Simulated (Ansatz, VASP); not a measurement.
One calculation of AlNi, two programs

```xyz
2
Lattice="2.0213 -2.0213 0.0000 2.0213 2.0213 0.0000 0.0000 0.0000 2.8694" Properties=species:S:1:pos:R:3 pbc="T T T"
Al    0.0000    0.0000    0.0000
Ni    2.0213    0.0000    1.4347
```

Alike in both runs: functional PBEsol; k mesh 16 × 16 × 14; occupations gaussian, width 0.1 eV; no spin polarisation.

Ansatz relaxed the structure, and its values are those at the end. VASP's run is a single point on that final structure, the one shown.

```csv
,VASP,Ansatz
version,VASP 6.6.1,Ansatz 0.2.0
potentials or method,"VASP PAW PBE potentials, release 64 (Al, Ni)","scalar-relativistic, plane waves, PAW"
plane-wave cutoff (eV),520,420
valence electrons in the cell,13,21
```

Ansatz gave:

```
gap on the k mesh at the Fermi level (eV) : none
pressure (GPa)                            : 0.0
```

Question: Estimate VASP's values.

Answer: gap on the k mesh at the Fermi level (eV): none; pressure (GPa): 0.1.

A gap of «none» marks a metal or a gap that the smearing closes. The two sets of potentials don't hold the same shells in valence.

Caveats: the PAW data sets were made with another functional, which shifts forces and pressure a little (VASP). Spin polarisation is off, so any magnetic state and its effect on volume and gap are missing.
